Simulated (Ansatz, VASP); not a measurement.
**ScAl3 in VASP and in Ansatz**

```
CELL_PARAMETERS angstrom
4.27460 -0.85492 -0.85492
-0.85492 4.27460 -0.85492
-0.85492 -0.85492 4.27460
ATOMIC_POSITIONS crystal
Sc 0.00000 0.00000 0.00000
Al 0.50000 0.00000 0.50000
Al 0.00000 0.50000 0.50000
Al 0.50000 0.50000 0.00000
```

Alike in both runs: task single point; functional PBEsol; k mesh 14 × 14 × 14; occupations gaussian, width 0.15 eV; no spin polarisation.

|  | VASP | Ansatz |
| --- | --- | --- |
| version | VASP 6.6.1 | Ansatz 0.2.0 |
| potentials or method | VASP PAW PBE potentials, release 64 (Sc_sv, Al) | scalar-relativistic, plane waves, PAW |
| plane-wave cutoff (eV) | 520 | 420 |
| valence electrons in the cell | 20 | 20 |

```csv
,VASP,Ansatz,Ansatz less VASP
gap on the k mesh at the Fermi level (eV),none,none,-
pressure (GPa),18.6,18.5,-0.14
```

A gap of «none» marks a metal or a gap that the smearing closes.

Caveats: so large a pressure means that the cell lies far from this level's equilibrium, or that cutoff or potentials fall short (VASP); the potentials were made for another functional, which shifts forces and pressure (VASP).
